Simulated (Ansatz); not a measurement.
# V (Im-3m) in Ansatz: equation of state

How stiff is V in PBEsol, and what volume does it want? The cell is scaled to several volumes.

All numbers are computed with Ansatz 0.2.0; they aren't measurements. Logs are shortened: lines on timing, memory, paths and dates and some standing lists are left out, and cuts for length are marked.

### 1 The crystal as given

The structure is cubic, space group Im-3m (No. 229). The conventional cell has a = 3.029 Å, b = 3.029 Å, c = 3.029 Å, α = 90.00°, β = 90.00°, γ = 90.00°. V (site symmetry m-3m) is surrounded by 8 V at 2.62 Å.

### 2 Equation of state, PBEsol, collinear spin, ferromagnetic start

Potentials or basis: all-electron LAPW, scalar-relativistic.

This step only gathers the single runs of the series.

Results:

```yaml
Equilibrium_volume: "12.94 Å³/atom (rough: see the caveat)"
Bulk_modulus: 194 GPa (rough)
```

Energy against volume, from the lowest point:
| volume (Å³/atom) | energy (meV/atom) |
| --- | --- |
| 13.058 | 0.00 |
| 13.336 | 6.36 |
| 13.613 | 18.96 |
| 13.891 | 37.24 |
| 14.169 | 60.66 |
| 14.447 | 88.71 |
| 14.725 | 120.94 |

Caveat: the minimum lies outside the volumes run; the starting moments weren't kept.
